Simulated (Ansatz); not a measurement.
Input, command and steps of an Ansatz relaxation.

```yaml
crystal:
  lattice:
    - [5.7317611754, -5.7317611754, -5.7317611754]
    - [-5.7317611754, -5.7317611754, 5.7317611754]
    - [-5.7317611754, 5.7317611754, -5.7317611754]
  atoms:
    - { symbol: Zn, position: [0.2461816898, 0.246524379, 0.4960090066] }
    - { symbol: Zn, position: [0.2534105217, 0.5040935177, 0.2513137433] }
    - { symbol: Zn, position: [0.2502452619, 0.7510484349, 0.0003941359] }
    - { symbol: Zn, position: [-3.46739e-05, 0.251175766, 0.7505032909] }
    - { symbol: Zn, position: [0.2502669448, 0.0011468538, 0.7504981176] }
    - { symbol: Zn, position: [0.00198125, 0.500858922, 0.5001817413] }
    - { symbol: Zn, position: [-5.0709e-06, 0.7509738538, 0.2503235087] }
    - { symbol: Zn, position: [0.7501400017, 0.2509444254, 0.0003051582] }
    - { symbol: Zn, position: [0.9980494315, 0.9988591353, 0.9983043347] }
    - { symbol: Zn, position: [0.7499374914, 0.5037766648, 0.7519139746] }
    - { symbol: Zn, position: [0.7512970824, 0.7549274936, 0.5022762086] }
    - { symbol: Zn, position: [0.4987143083, 0.2551304129, 0.2510582829] }
    - { symbol: Zn, position: [0.749896313, 0.0009254152, 0.2502130178] }
    - { symbol: Zn, position: [0.5002374966, 0.5009680702, 0.0016891702] }
    - { symbol: Zn, position: [0.4997808663, 0.7530005475, 0.7492123484] }
    - { symbol: Zn, position: [0.5004003329, 0.002755622, 0.5002592438] }
    - { symbol: Se, position: [5.33261e-05, 0.2505550437, 0.5002785969] }
    - { symbol: Se, position: [0.0002884064, 0.5009999385, 0.2499519669] }
    - { symbol: Se, position: [-1.38875e-05, 0.750489509, 0.0001767475] }
    - { symbol: Se, position: [0.7503085368, 0.2516123212, 0.7506326552] }
    - { symbol: Se, position: [9.9987e-05, 0.0010752702, 0.74998868] }
    - { symbol: Se, position: [0.7516678864, 0.5010093261, 0.5025633059] }
    - { symbol: Se, position: [0.7502931107, 0.7512694851, 0.250642026] }
    - { symbol: Se, position: [0.500205366, 0.2508700886, 0.0005334496] }
    - { symbol: Se, position: [0.7495294144, 0.0007571516, 6.15322e-05] }
    - { symbol: Se, position: [0.501583045, 0.5034834915, 0.7539472842] }
    - { symbol: Se, position: [0.5020125143, 0.7512711281, 0.5005111617] }
    - { symbol: Se, position: [0.2481630555, 0.2496705551, 0.2481817061] }
    - { symbol: Se, position: [0.5000486563, 0.0014115646, 0.2500041548] }
    - { symbol: Se, position: [0.2500029512, 0.5010892023, 0.0004098187] }
    - { symbol: Se, position: [0.2504281449, 0.7513025911, 0.7505928302] }
    - { symbol: Se, position: [0.2499268285, 0.0008835295, 0.5003172767] }
    - { symbol: H, position: [0.4956401228, 0.4926731884, 0.4932489751] }
  host:
    lattice:
      - [0.0, 2.8658805877, 2.8658805877]
      - [2.8658805877, 0.0, 2.8658805877]
      - [2.8658805877, 2.8658805877, 0.0]
    atoms:
      - { symbol: Zn, position: [0.0, 0.0, 0.0] }
      - { symbol: Se, position: [0.75, 0.75, 0.75] }
total_charge: -1
basis:
  ecutwfc: 420
  xc_grid: 2
kpoints:
  mp_grid: { grid: [2, 2, 2], shift: [0.5, 0.5, 0.5] }
hamiltonian:
  xc: pbe
scf:
  occupations: { method: gaussian, width: 0.01 }
output:
  forces: true
  stress: false
  eigenvalues: true
  charged_corrections:
    defect_position: [0.5, 0.5, 0.5]
    epsilon: [[10.789, 0.0, 0.0], [0.0, 10.789, 0.0], [0.0, 0.0, 10.789]]
  write_density: true
  write_potential: true
  elf: true
  volumetric_format: npy
relax:
  adjacent_minimum: "off"
  f_tol: 0.025
  max_steps: 45
```

```bash
ansatz run input.yaml --threads 4 --pin off --max-ram 10240MiB --backend cpu --events-out ev --progress --plain --runs-dir out
```

Computed with DFT PBE, scalar-relativistic, plane waves, PAW in Ansatz.

The cell holds a point defect: H interstitial, charge −1.

Of 23 frames 6 are shown, positions in Å and forces in eV/Å; the SCF threshold varies from step to step.

```xyz
33
Lattice="5.7318 -5.7318 -5.7318 -5.7318 -5.7318 5.7318 -5.7318 5.7318 -5.7318" Properties=species:S:1:pos:R:3:forces:R:3 pbc="T T T" step=1 free_energy_over_end_meV_per_atom=49.37
Zn   -2.8450    0.0189   -2.8410   -0.1607   -0.3833   -0.1296
Zn   -2.8773   -2.9014   -0.0036    0.0151    0.1500   -0.1745
Zn   -2.8727   -5.7369    2.8682   -0.0199   -0.0180   -0.0148
Zn   -5.7416    2.8622   -2.8618   -0.0066    0.0133    0.0070
Zn   -2.8738    2.8606   -5.7296   -0.0005    0.0127   -0.0020
Zn   -5.7264   -0.0152   -0.0075   -0.2246    0.2052    0.2177
Zn   -5.7392   -2.8696    2.8696    0.0113    0.0189    0.0015
Zn    2.8595   -5.7362   -2.8630    0.0183   -0.0143   -0.0099
Zn   -5.7267   -5.7238   -5.7174   -0.2010   -0.1880   -0.1816
Zn   -2.8989   -2.8762   -5.7207    0.0739    0.0847    0.1792
Zn   -2.8997   -5.7544   -2.8581    0.2194    0.2439   -0.1013
Zn   -0.0428   -2.8819   -2.8352   -0.1328    0.0350   -0.1665
Zn    2.8588   -2.8694   -5.7271   -0.0038    0.0195    0.0209
Zn   -0.0139   -5.7290   -0.0055    0.1534   -0.1859    0.1652
Zn   -5.7457   -2.8863   -2.8429    0.2094    0.0850   -0.1061
Zn   -0.0150   -0.0166   -5.7197    0.2143    0.1702   -0.2073
Se   -4.3033    1.4310   -1.4317    0.0640    0.0367   -0.0623
Se   -4.3026   -1.4406    1.4373    0.0821   -0.1093   -0.0154
Se   -4.3027   -4.3005    4.3007    0.0381    0.0350   -0.0767
Se   -1.4440   -1.4403   -7.1609   -0.0962   -0.0769   -0.0086
Se   -4.3043    4.2920   -4.2932    0.0318   -0.0837    0.0319
Se   -1.4439   -4.2995   -4.3173    0.1758   -0.3220   -0.0347
Se   -1.4422   -7.1700   -1.4310   -0.0792   -0.0212   -0.0865
Se    1.4261   -4.3019   -1.4322    0.0177    0.0502   -0.0438
Se    4.2914   -4.3001   -4.2921   -0.0472    0.0527    0.0761
Se   -4.3323   -1.4394   -4.3106   -0.0052    0.2771    0.0654
Se   -4.2975   -4.3147   -1.4401   -0.2977   -0.1631    0.2868
Se   -1.4312   -1.4309   -1.4139    0.1224    0.2051    0.2541
Se    1.4251   -1.4413   -4.2910   -0.0314   -0.1099    0.1239
Se   -1.4415   -4.3027    1.4368   -0.0344    0.0394    0.0416
Se   -7.1731   -1.4395   -1.4313   -0.0313   -0.0796   -0.0456
Se   -1.4402    1.4301   -4.2952   -0.0205    0.0516    0.0207
H    -2.8102   -2.8376   -2.8442   -0.0540   -0.0310   -0.0247
33
Lattice="5.7318 -5.7318 -5.7318 -5.7318 -5.7318 5.7318 -5.7318 5.7318 -5.7318" Properties=species:S:1:pos:R:3:forces:R:3 pbc="T T T" step=5 free_energy_over_end_meV_per_atom=44.34
Zn   -2.8689   -0.1212   -2.8626    0.0053    0.0012    0.0056
Zn   -2.8691   -2.8695   -0.1076   -0.0024   -0.0044    0.0036
Zn   -2.8779   -5.7380    2.8711   -0.0014    0.0009    0.0026
Zn   -5.7403    2.8612   -2.8576    0.0011   -0.0018   -0.0026
Zn   -2.8787    2.8591   -5.7265    0.0005   -0.0016    0.0004
Zn   -5.6907   -0.0568   -0.0460    0.0067   -0.0110   -0.0076
Zn   -5.7403   -2.8725    2.8741    0.0011    0.0017   -0.0036
Zn    2.8536   -5.7374   -2.8579   -0.0030    0.0007    0.0022
Zn   -5.6955   -5.6884   -5.6777    0.0111    0.0094    0.0114
Zn   -2.8680   -2.8724   -5.6041   -0.0022   -0.0023    0.0169
Zn   -2.8706   -5.6194   -2.8623   -0.0043    0.0127    0.0023
Zn   -0.1391   -2.8715   -2.8621   -0.0199   -0.0048    0.0033
Zn    2.8536   -2.8694   -5.7261   -0.0016   -0.0019    0.0015
Zn   -0.0530   -5.6954   -0.0351   -0.0071    0.0076   -0.0088
Zn   -5.6320   -2.8698   -2.8636   -0.0057    0.0005    0.0019
Zn   -0.0467   -0.0442   -5.6878   -0.0148   -0.0096    0.0106
Se   -4.2735    1.4086   -1.4612   -0.0012    0.0084   -0.0005
Se   -4.2755   -1.4719    1.4220    0.0036   -0.0036    0.0054
Se   -4.2741   -4.2710    4.3248   -0.0052   -0.0019   -0.0018
Se   -1.4720   -1.4675   -7.1404    0.0046    0.0033   -0.0013
Se   -4.2763    4.3115   -4.2601   -0.0033   -0.0021   -0.0014
Se   -1.3609   -4.3886   -4.3737    0.0036    0.0048   -0.0125
Se   -1.4734   -7.1527   -1.4572    0.0037   -0.0042    0.0062
Se    1.4006   -4.2732   -1.4583    0.0068    0.0031   -0.0016
Se    4.3021   -4.2726   -4.2609    0.0039    0.0015   -0.0026
Se   -4.3772   -1.3657   -4.3627   -0.0006   -0.0209   -0.0014
Se   -4.3761   -4.3685   -1.3596    0.0168   -0.0016   -0.0136
Se   -1.3665   -1.3601   -1.3488   -0.0009   -0.0013   -0.0085
Se    1.4016   -1.4693   -4.2616    0.0054    0.0032   -0.0059
Se   -1.4714   -4.2752    1.4240   -0.0051    0.0043    0.0000
Se   -7.1601   -1.4717   -1.4599   -0.0010   -0.0003   -0.0026
Se   -1.4693    1.4111   -4.2658   -0.0057    0.0036    0.0050
H    -2.8415   -2.8785   -2.8738    0.0113    0.0062   -0.0027
33
Lattice="5.7318 -5.7318 -5.7318 -5.7318 -5.7318 5.7318 -5.7318 5.7318 -5.7318" Properties=species:S:1:pos:R:3:forces:R:3 pbc="T T T" step=10 free_energy_over_end_meV_per_atom=43.70
Zn   -2.8592   -0.1339   -2.8557   -0.0100    0.0146   -0.0202
Zn   -2.8561   -2.8679   -0.1022    0.0196    0.0197    0.0571
Zn   -2.9050   -5.7385    2.8752   -0.0139   -0.0031   -0.0087
Zn   -5.7470    2.8635   -2.8556   -0.0077    0.0046    0.0087
Zn   -2.8986    2.8545   -5.7256   -0.0115   -0.0013   -0.0054
Zn   -5.6573   -0.1126   -0.0916   -0.0490    0.0301    0.0351
Zn   -5.7464   -2.8705    2.8796   -0.0038   -0.0018    0.0133
Zn    2.8366   -5.7319   -2.8413    0.0036    0.0050    0.0051
Zn   -5.6819   -5.6619   -5.6404   -0.0580   -0.0339   -0.0355
Zn   -2.8550   -2.8808   -5.5679    0.0232    0.0074   -0.0105
Zn   -2.8469   -5.5996   -2.8775    0.0399   -0.0734   -0.0234
Zn   -0.2266   -2.8766   -2.8707   -0.1587    0.0166   -0.0257
Zn    2.8336   -2.8639   -5.7184   -0.0081    0.0100    0.0040
Zn   -0.0652   -5.6932   -0.0316    0.0301   -0.0230    0.0263
Zn   -5.6554   -2.8743   -2.8626   -0.0937    0.0027   -0.0076
Zn   -0.0555   -0.0303   -5.6907    0.0438    0.0203   -0.0268
Se   -4.2709    1.4105   -1.4709    0.0120   -0.0252   -0.0112
Se   -4.2666   -1.4850    1.4324   -0.0114   -0.0113   -0.0263
Se   -4.2785   -4.2602    4.3375    0.0176    0.0014   -0.0009
Se   -1.4747   -1.4607   -7.1330   -0.0155    0.0060    0.0018
Se   -4.2753    4.3137   -4.2475    0.0076    0.0077    0.0084
Se   -1.3257   -4.4377   -4.4303    0.0494   -0.1207   -0.0470
Se   -1.4792   -7.1546   -1.4467   -0.0135    0.0170   -0.0258
Se    1.3691   -4.2612   -1.4637    0.0002   -0.0284    0.0230
Se    4.2803   -4.2676   -4.2523    0.0062    0.0086    0.0236
Se   -4.3829   -1.3791   -4.3525    0.0147    0.0484    0.0185
Se   -4.3523   -4.3542   -1.3809   -0.0185    0.0512    0.0040
Se   -1.3570   -1.3324   -1.3175    0.0461    0.0656    0.1069
Se    1.3694   -1.4681   -4.2589    0.0089    0.0059    0.0031
Se   -1.4800   -4.2814    1.4357    0.0121   -0.0028   -0.0027
Se   -7.1851   -1.4852   -1.4716    0.0325   -0.0257   -0.0079
Se   -1.4769    1.4170   -4.2652    0.0190   -0.0077   -0.0315
H    -2.6550   -2.8565   -2.9428    0.0872    0.0158   -0.0219
33
Lattice="5.7318 -5.7318 -5.7318 -5.7318 -5.7318 5.7318 -5.7318 5.7318 -5.7318" Properties=species:S:1:pos:R:3:forces:R:3 pbc="T T T" step=14 free_energy_over_end_meV_per_atom=29.08
Zn   -2.8138   -0.1276   -2.8339    0.0470    0.0792    0.0180
Zn   -2.8196   -2.8452   -0.0091    0.0324    0.0239    0.0721
Zn   -2.9627   -5.7573    2.8843   -0.0217   -0.0120   -0.0034
Zn   -5.7686    2.8528   -2.8303   -0.0185   -0.0154    0.0231
Zn   -2.9546    2.8200   -5.7444   -0.0477   -0.0550   -0.0345
Zn   -5.6322   -0.2406   -0.1646    0.0351   -0.0532   -0.0505
Zn   -5.7598   -2.8918    2.9018   -0.0129   -0.0326    0.0113
Zn    2.7851   -5.7119   -2.7998   -0.0571    0.0336    0.0356
Zn   -5.6710   -5.6043   -5.5447    0.0345    0.0517    0.0457
Zn   -2.7869   -2.8970   -5.5180    0.0754   -0.0208   -0.1074
Zn   -2.8043   -5.7024   -2.9099    0.0135   -0.1348   -0.0143
Zn   -0.5562   -2.8073   -2.9556    0.7377    0.0668   -0.0551
Zn    2.7809   -2.8636   -5.6899   -0.0316   -0.0033    0.0150
Zn   -0.0596   -5.7061   -0.0177    0.0757    0.0157   -0.0153
Zn   -5.7204   -2.8740   -2.8717   -0.0010   -0.0014   -0.0132
Zn   -0.0096    0.0015   -5.7279    0.1051    0.0426   -0.0497
Se   -4.2836    1.3902   -1.4669   -0.0332   -0.0024    0.0222
Se   -4.2783   -1.5069    1.4649   -0.0423   -0.0057    0.0285
Se   -4.2810   -4.2531    4.3708   -0.0117   -0.0119    0.0058
Se   -1.4740   -1.4327   -7.1225   -0.0086   -0.0119    0.0111
Se   -4.2948    4.2817   -4.2309   -0.0352   -0.0318    0.0087
Se   -1.3150   -4.6365   -4.5406   -0.1979   -0.0560    0.1080
Se   -1.4834   -7.1864   -1.4079   -0.0020   -0.0367    0.0366
Se    1.2607   -4.2272   -1.4972   -0.0231   -0.0235    0.0159
Se    4.2337   -4.2539   -4.2135   -0.0107    0.0025    0.0164
Se   -4.3608   -1.3967   -4.3155    0.0313   -0.0248    0.0317
Se   -4.2545   -4.2909   -1.4498    0.0106    0.0093    0.0025
Se   -1.3674   -1.2267   -1.1523   -0.1098   -0.0174    0.1407
Se    1.3009   -1.4739   -4.2475   -0.0338   -0.0302    0.0244
Se   -1.4820   -4.3207    1.4701    0.0051   -0.0427    0.0336
Se   -7.2319   -1.5343   -1.4972   -0.0076   -0.0046    0.0065
Se   -1.4658    1.4168   -4.2978    0.0019   -0.0034   -0.0054
H    -2.0964   -2.5548   -3.2398   -0.4969    0.3072   -0.3657
33
Lattice="5.7318 -5.7318 -5.7318 -5.7318 -5.7318 5.7318 -5.7318 5.7318 -5.7318" Properties=species:S:1:pos:R:3:forces:R:3 pbc="T T T" step=19 free_energy_over_end_meV_per_atom=7.63
Zn   -2.7875   -0.1619   -2.8642    0.0107   -0.0665   -0.0915
Zn   -2.8488   -2.8855    0.0905   -0.0592   -0.0487    0.0250
Zn   -2.9524   -5.7615    2.9388    0.0003    0.0080    0.0480
Zn   -5.7935    2.8121   -2.7920    0.0087   -0.0205    0.0190
Zn   -2.9815    2.7629   -5.7395   -0.0037   -0.0306    0.0141
Zn   -5.6860   -0.2149   -0.0749    0.0015    0.0637    0.0409
Zn   -5.7741   -2.9439    2.9340    0.0172   -0.0351    0.0295
Zn    2.7510   -5.7226   -2.7606   -0.0031   -0.0176    0.0270
Zn   -5.6939   -5.6640   -5.5609    0.0187   -0.0235   -0.0640
Zn   -2.7165   -2.8282   -5.4703    0.0933    0.1727    0.1360
Zn   -2.8542   -5.8485   -2.8485   -0.0648   -0.0253    0.0549
Zn   -0.4691   -2.6189   -3.1395   -0.1092    0.0755   -0.0849
Zn    2.7855   -2.9260   -5.6813    0.0122   -0.0407   -0.0027
Zn   -0.0514   -5.7152   -0.0115   -0.0157    0.0256   -0.0295
Zn   -5.7578   -2.8813   -2.8603   -0.0353   -0.0202    0.0220
Zn    0.0256    0.0245   -5.7554   -0.0327   -0.0267    0.0236
Se   -4.3067    1.3457   -1.4325   -0.0156   -0.0100    0.0254
Se   -4.3202   -1.5201    1.5135   -0.0046    0.0034   -0.0016
Se   -4.2785   -4.2720    4.4173   -0.0184   -0.0262    0.0008
Se   -1.4615   -1.4290   -7.1233    0.0009   -0.0142   -0.0315
Se   -4.3400    4.2163   -4.2254   -0.0012   -0.0105   -0.0083
Se   -1.4097   -4.6344   -4.3688   -0.0104    0.0742    0.1215
Se   -1.4789   -7.2447   -1.3625    0.0058   -0.0133   -0.0036
Se    1.2427   -4.2353   -1.4960    0.0534   -0.0378    0.0374
Se    4.2253   -4.3121   -4.2006   -0.0101   -0.0507   -0.0200
Se   -4.4255   -1.4140   -4.2908   -0.0460   -0.0344    0.0406
Se   -4.2463   -4.2879   -1.4527   -0.0251   -0.0129    0.0126
Se   -1.4306   -1.3562   -1.1621   -0.0144   -0.1192   -0.1205
Se    1.3930   -1.4325   -4.2889    0.0591    0.0118   -0.0123
Se   -1.4840   -4.3613    1.5073    0.0066    0.0017    0.0065
Se   -7.2428   -1.5422   -1.4347   -0.0069    0.0152    0.0540
Se   -1.4591    1.3985   -4.2951   -0.0032   -0.0014    0.0189
H    -1.7996   -1.9068   -3.9144    0.1922    0.2349   -0.2881
33
Lattice="5.7318 -5.7318 -5.7318 -5.7318 -5.7318 5.7318 -5.7318 5.7318 -5.7318" Properties=species:S:1:pos:R:3:forces:R:3 pbc="T T T" step=23 free_energy_over_end_meV_per_atom=0.00
Zn   -2.9297   -0.0626   -2.8038   -0.0002    0.0009    0.0003
Zn   -2.9035   -2.9410    0.0784    0.0004    0.0014    0.0000
Zn   -2.9414   -5.7411    2.9907    0.0006   -0.0010   -0.0009
Zn   -5.7957    2.7909   -2.8467    0.0005    0.0008    0.0002
Zn   -2.9545    2.7279   -5.7205    0.0001    0.0014   -0.0001
Zn   -5.7527   -0.1527    0.0201   -0.0008   -0.0004    0.0001
Zn   -5.7442   -3.0010    2.9535   -0.0005    0.0010   -0.0010
Zn    2.7400   -5.7409   -2.7900    0.0006   -0.0007   -0.0011
Zn   -5.7062   -5.7405   -5.7069   -0.0013   -0.0011    0.0007
Zn   -2.5326   -2.5811   -5.2987    0.0042    0.0045    0.0043
Zn   -2.9446   -5.8845   -2.7882   -0.0006   -0.0003   -0.0002
Zn   -0.4465   -2.5691   -3.2119   -0.0016    0.0013   -0.0029
Zn    2.8441   -2.9415   -5.6697   -0.0001    0.0015    0.0003
Zn   -0.0244   -5.7405   -0.0265   -0.0010   -0.0011    0.0010
Zn   -5.8128   -2.9402   -2.8301    0.0004    0.0006   -0.0001
Zn   -0.0356   -0.0611   -5.6977   -0.0011    0.0005    0.0010
Se   -4.3711    1.3876   -1.3628   -0.0006    0.0008    0.0001
Se   -4.3435   -1.5328    1.5021    0.0005   -0.0011   -0.0008
Se   -4.2545   -4.2660    4.4428    0.0015   -0.0004    0.0013
Se   -1.4523   -1.4368   -7.2105    0.0000   -0.0025   -0.0036
Se   -4.3542    4.1983   -4.2694   -0.0004    0.0003    0.0002
Se   -1.4828   -4.5835   -4.2497   -0.0009    0.0043   -0.0005
Se   -1.4639   -7.2646   -1.3778   -0.0001   -0.0010    0.0007
Se    1.2880   -4.2667   -1.4782   -0.0012    0.0004   -0.0013
Se    4.2478   -4.3882   -4.2495    0.0006    0.0004   -0.0003
Se   -4.4451   -1.4368   -4.2192   -0.0032   -0.0024    0.0004
Se   -4.3272   -4.3431   -1.4068   -0.0001    0.0003    0.0002
Se   -1.5137   -1.4358   -1.2881   -0.0013   -0.0027    0.0027
Se    1.4770   -1.4361   -4.2804    0.0040   -0.0022   -0.0003
Se   -1.4837   -4.3882    1.4819    0.0000    0.0002    0.0002
Se   -7.2354   -1.5332   -1.3884    0.0004    0.0004   -0.0006
Se   -1.4823    1.3732   -4.2494   -0.0005    0.0081   -0.0003
H    -1.4900   -1.6292   -4.2536    0.0018   -0.0118    0.0002
```

Time: 7.2 min on 4 threads of Intel(R) Xeon(R) 6975P-C (Granite Rapids) (shared host), peak memory 3.8 GiB.